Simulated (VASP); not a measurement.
# N (P6_3/mmc) in VASP: single point with PBE+D3(BJ)

Aim: the single point of N with PBE+D3(BJ).

Program: VASP 6.6.1. These are calculated values, not measurements. Logs are shortened: lines on timing, memory, paths and dates and some standing lists are left out, and cuts for length are marked.

## (1) Starting point

It takes space group P6_3/mmc (No. 194, hexagonal). The conventional cell has a = 2.519 Å, b = 2.519 Å, c = 2.446 Å, α = 90.00°, β = 90.00°, γ = 120.00°. Around N (site symmetry -6m2) lie 6 N at 1.90 Å.

The real solid is made of molecules; this cell is a model form.

## (2) Single point, PBE+D3(BJ)

File INCAR:

```
SYSTEM = N
ALGO = Fast ; EDIFF = 1E-7
ENCUT = 520 ; GGA = PE
ISIF = 2 ; ISMEAR = -1
IVDW = 12 ; LASPH = .TRUE.
LCHARG = .FALSE. ; LREAL = .FALSE.
LWAVE = .FALSE. ; NBANDS = 12
NELM = 60 ; PREC = Accurate
SIGMA = 0.1
```

File KPOINTS:

```
Automatic mesh
0
Gamma
  8 8 7
  0.5 0.5 0
```

File POSCAR:

```
N
1.0
    2.5194737182      0.0000000000      0.0000000000
   -1.2597368591      2.1819282441      0.0000000000
    0.0000000000      0.0000000000      2.4460020000
N
2
Direct
    0.6666666667      0.3333333333      0.2500000000
    0.3333333333      0.6666666667      0.7500000000
```

Potentials or basis: VASP PAW PBE potentials, release 64 (N).

Command:

```
cat potpaw_PBE.64/N/POTCAR > POTCAR
mpirun -np 1 vasp_std > vasp.out
```

OUTCAR:

```text
SYSTEM = N
   EDIFF = 1E-7
   ENCUT = 520
   GGA = PE
   ISIF = 2
   ISMEAR = -1
   IVDW = 12
   LASPH = .TRUE.
   LREAL = .FALSE.
   NELM = 60
   PREC = Accurate
 IVDW          = 12

 ion  position               nearest neighbor table
   1  0.667  0.333  0.250-
   2  0.333  0.667  0.750-

  LATTYP: Found a hexagonal cell.
 ALAT       =     2.5194737182
 C/A-ratio  =     0.9708384661

  Lattice vectors:

 A1 = (   2.5194737182,   0.0000000000,   0.0000000000)
 A2 = (  -1.2597368591,   2.1819282441,   0.0000000000)
 A3 = (   0.0000000000,   0.0000000000,   2.4460020000)

Analysis of symmetry for initial positions (statically):
=====================================================================
 Subroutine PRICEL returns:
 Original cell was already a primitive cell.

 Routine SETGRP: Setting up the symmetry group for a
 hexagonal supercell.

 Subroutine GETGRP returns: Found 24 space group operations
 (whereof 12 operations were pure point group operations)
 out of a pool of 24 trial point group operations.

The static configuration has the point symmetry D_3d.
 The point group associated with its full space group is D_6h.

Analysis of symmetry for dynamics (positions and initial velocities):
=====================================================================
 Subroutine PRICEL returns:
 Original cell was already a primitive cell.

 Routine SETGRP: Setting up the symmetry group for a
 hexagonal supercell.

 Subroutine GETGRP returns: Found 24 space group operations
 (whereof 12 operations were pure point group operations)
 out of a pool of 24 trial point group operations.

The dynamic configuration has the point symmetry D_3d.
 The point group associated with its full space group is D_6h.

 Subroutine INISYM returns: Found 24 space group operations
 (whereof 12 operations are pure point group operations),
 and found     1 'primitive' translations

----------------------------------------------------------------------------------------

                                     Primitive cell

  volume of cell :      13.4464

  direct lattice vectors                    reciprocal lattice vectors
     2.519473718  0.000000000  0.000000000     0.396908288  0.229155107  0.000000000
    -1.259736859  2.181928244  0.000000000     0.000000000  0.458310214  0.000000000
     0.000000000  0.000000000  2.446002000     0.000000000  0.000000000  0.408830410

  length of vectors
     2.519473718  2.519473718  2.446002000     0.458310214  0.458310214  0.408830410

  position of ions in fractional coordinates (direct lattice)
     0.666666667  0.333333333  0.250000000
     0.333333333  0.666666667  0.750000000

  ion indices of the primitive-cell ions
   primitive index   ion index
                 1           1
                 2           2

----------------------------------------------------------------------------------------

 KPOINTS: Automatic mesh

Automatic generation of k-mesh.
 Grid dimensions read from file:
 generate k-points for:    8    8    7

 Generating k-lattice:

  Cartesian coordinates                     Fractional coordinates (reciprocal lattice)
     0.049613536  0.028644388  0.000000000     0.125000000  0.000000000  0.000000000
     0.000000000  0.057288777  0.000000000     0.000000000  0.125000000  0.000000000
     0.000000000  0.000000000  0.058404344     0.000000000  0.000000000  0.142857143

  Length of vectors
     0.057288777  0.057288777  0.058404344

  Shift w.r.t. Gamma in fractional coordinates (k-lattice)
     0.500000000  0.500000000  0.000000000

 Subroutine IBZKPT returns following result:
 ===========================================

 Found     80 irreducible k-points:

 Following reciprocal coordinates:
            Coordinates               Weight
  0.062500  0.062500  0.000000      6.000000
  0.187500  0.062500  0.000000     12.000000
  0.312500  0.062500  0.000000     12.000000
  0.437500  0.062500  0.000000     12.000000
 -0.437500  0.062500  0.000000     12.000000
 -0.312500  0.062500  0.000000     12.000000
[... 16 lines left out ...]
  0.312500  0.062500  0.142857     24.000000
  0.437500  0.062500  0.142857     24.000000
 [... further k-points ...]
   k-points           NKPTS =     80   k-points in BZ     NKDIM =     80   number of bands    NBANDS=     12
   number of dos      NEDOS =    301   number of ions     NIONS =      2
   total plane-waves  NPLWV =   7200
   dimension x,y,z NGX =    20 NGY =   20 NGZ =   18
   dimension x,y,z NGXF=    40 NGYF=   40 NGZF=   36
   ions per type =               2
   NGX,Y,Z   is equivalent  to a cutoff of  13.20, 13.20, 12.23 a.u.
   NGXF,Y,Z  is equivalent  to a cutoff of  26.39, 26.39, 24.47 a.u.
 SYSTEM =  N
   PREC   = accura    normal or accurate (medium, high low for compatibility)
   ISTART =      0    job   : 0-new  1-cont  2-samecut
   ICHARG =      2    charge: 1-file 2-atom 10-const
   ISPIN  =      1    spin polarized calculation?
   LNONCOLLINEAR =      F non collinear calculations
   LSORBIT =      F    spin-orbit coupling
   LASPH  =      T    aspherical Exc in radial PAW
   ENCUT  =  520.0 eV  38.22 Ry    6.18 a.u.   4.68  4.68  4.55*2*pi/ulx,y,z
   NELM   =     60;   NELMIN=  2; NELMDL= -5     # of ELM steps
   EDIFF  = 0.1E-06   stopping-criterion for ELM
   LREAL  =      F    real-space projection
   EDIFFG = 0.1E-05   stopping-criterion for IOM
   NSW    =      0    number of steps for IOM
   IBRION =     -1    ionic relax: 0-MD 1-quasi-New 2-CG
   NFREE  =      0    steps in history (QN), initial steepest desc. (CG)
   ISIF   =      2    stress and relaxation
   ISYM   =      2    0-nonsym 1-usesym 2-fastsym
   POTIM  = 0.5000    time-step for ionic-motion
   TEBEG  =    0.0;   TEEND  =   0.0 temperature during run
   PSTRESS=    0.0 pullay stress
   NELECT =      10.0000    total number of electrons
   NUPDOWN=      -1.0000    fix difference up-down
   EMIN   =  10.00;   EMAX   =-10.00  energy-range for DOS
   EFERMI =   0.00;   METHOD = LEGACY
   ISMEAR =    -1;   SIGMA  =   0.10  broadening in eV -4-tet -1-fermi 0-gaus
   EFERMI_NEDOS =   21; number of points for ismear=-14 and -15
   IALGO  =     68    algorithm
   IMIX   =      4    mixing-type and parameters
     AMIX     =   0.40;   BMIX     =  1.00
     AMIX_MAG =   1.60;   BMIX_MAG =  1.00
  volume/ion in A,a.u.               =       6.72        45.37
  Fermi-wavevector in a.u.,A,eV,Ry     =   1.483221  2.802881 29.932053  2.199944
  Thomas-Fermi vector in A             =   2.596909
   LORBIT       =      0    0 simple, 1 ext, 2 COOP (PROOUT), +10 PAW based schemes
   GGA     = PE    functional components
   LHFCALC =     F    Hartree Fock is set to
   AEXX    =    0.0000 exact exchange contribution
   IVDW    =    12    specifies the selected vdW correction
   LEPSILON=     F    determine dielectric tensor
   LRPA    =     F    only Hartree local field effects (RPA)
 non-spin polarized calculation
 RMM-DIIS sequential band-by-band and
  energy-cutoff  :      520.00
  volume of cell :       13.45
 maximum number of plane-waves:       375
   NGX =  9   NGY =  9   NGZ =  9

 number of electron      10.0000001 magnetization

 Free energy of the ion-electron system (eV)
  ---------------------------------------------------
  ext. energy  EPLUGINS =         0.00000000
  ---------------------------------------------------
  free energy    TOTEN  =        -9.42053548 eV

  energy without entropy =       -9.39730606  energy(sigma->0) =       -9.40892077

 E-fermi :   7.0401     XC(G=0): -13.0378

 val. band max:        6.9699044181   @ k =   0.0625   0.0625   0.4286
 cond. band min:       7.0767474646   @ k =   0.4375   0.0625   0.4286
 fundamental gap:      0.1068430466
 Fermi energy:         7.0400686811

 k-point     1 :       0.0625    0.0625    0.0000
  band No.  band energies     occupation
      1     -14.7372      2.00000
      2       0.4156      2.00000
      3       2.4845      2.00000
      4       4.1962      2.00000
      5       4.7960      2.00000
      6       9.7673      0.00000
      7      10.2515      0.00000
      8      12.8209      0.00000
      9      22.3232      0.00000
     10      24.9070      0.00000
     11      32.9153      0.00000
     12      32.9351      0.00000

 k-point     2 :       0.1875    0.0625    0.0000
  band No.  band energies     occupation
      1     -13.8121      2.00000
      2      -1.8824      2.00000
      3       3.0092      2.00000
      4       3.2231      2.00000
      5       5.0860      2.00000
      6       9.6297      0.00000
      7      11.0650      0.00000
      8      11.7175      0.00000
      9      23.2507      0.00000
     10      24.9552      0.00000
     11      34.3589      0.00000
     12      34.6680      0.00000

 k-point     3 :       0.3125    0.0625    0.0000
  band No.  band energies     occupation
      1     -12.2292      2.00000
      2      -4.8264      2.00000
      3       1.9808      2.00000
      4       4.4150      2.00000
      5       5.2517      2.00000
      6       9.6252      0.00000
      7      10.1187      0.00000
      8      11.7512      0.00000
      9      21.8991      0.00000
     10      27.8790      0.00000
     11      33.9862      0.00000
     12      35.2642      0.00000
[... 286 lines left out ...]
 k-point    23 :       0.3125    0.0625    0.1429
  band No.  band energies     occupation
      1     -11.8323      2.00000
      2      -4.5895      2.00000
      3       1.5322      2.00000
      4       2.5168      2.00000
      5       6.7619      1.88339
      6       8.0403      0.00009
      7      11.1119      0.00000
      8      11.5426      0.00000
      9      22.6180      0.00000
     10      28.7908      0.00000
     11      32.1010      0.00000
     12      35.9701      0.00000

 k-point    24 :       0.4375    0.0625    0.1429
  band No.  band energies     occupation
      1     -10.1042      2.00000
      2      -6.9145      2.00000
      3       1.6801      2.00000
      4       2.7878      2.00000
      5       6.0094      1.99993
      6       7.5659      0.01036
      7      11.2560      0.00000
      8      11.6284      0.00000
      9      21.9635      0.00000
     10      31.2433      0.00000
     11      31.5286      0.00000
     12      35.4945      0.00000

 [... further k-points ...]

------------------------ aborting loop because EDIFF is reached ----------------------------------------

 Edisp (eV)   -0.29831

 E8    (eV) :    -0.0750

  FORCE on cell =-STRESS in cart. coord.  units (eV):
  Direction    XX          YY          ZZ          XY          YZ          ZX
  --------------------------------------------------------------------------------------
  -------------------------------------------------------------------------------------
  Total       0.89881     0.89881     0.20270     0.00000     0.00000    -0.00000
  in kB     107.09547   107.09547    24.15187     0.00000     0.00000    -0.00000
  external pressure =       79.45 kB  Pullay stress =        0.00 kB

 VOLUME and BASIS-vectors are now :
 -----------------------------------------------------------------------------
  energy-cutoff  :      520.00
  volume of cell :       13.45
      direct lattice vectors                 reciprocal lattice vectors
     2.519473718  0.000000000  0.000000000     0.396908288  0.229155107  0.000000000
    -1.259736859  2.181928244  0.000000000     0.000000000  0.458310214  0.000000000
     0.000000000  0.000000000  2.446002000     0.000000000  0.000000000  0.408830410

 POSITION                                       TOTAL-FORCE (eV/Angst)
 -----------------------------------------------------------------------------------
      1.25974      0.72731      0.61150         0.000000      0.000000      0.000000
     -0.00000      1.45462      1.83450        -0.000000     -0.000000      0.000000
 -----------------------------------------------------------------------------------
    total drift:                               -0.000000      0.000000     -0.000000

  FREE ENERGIE OF THE ION-ELECTRON SYSTEM (eV)
  ---------------------------------------------------
  free  energy   TOTEN  =        -9.7188422642 eV

  energy  without entropy=       -9.6956128417  energy(sigma->0) =       -9.70722755
```

It took 5.9 s on 1 thread of AMD EPYC 9R45 (Zen 5), shared host; peak memory 0.1 GiB.

What came out:

| Item | Value |
| --- | --- |
| Free energy | -9.7188 eV |
| Pressure | 7.9 GPa |
| Band gap on the k mesh | none (metal or under the smearing width) |
| Dispersion energy per atom | -0.149 eV |

Stress tensor (GPa, compression positive):
```
10.71  0.00  0.00
 0.00 10.71  0.00
 0.00  0.00  2.42
```

Caveat: the k mesh is coarse (spacing up to 0.37 Å⁻¹), so the values aren't converged; pairwise dispersion overbinds metals, which lowers pressure and volume.
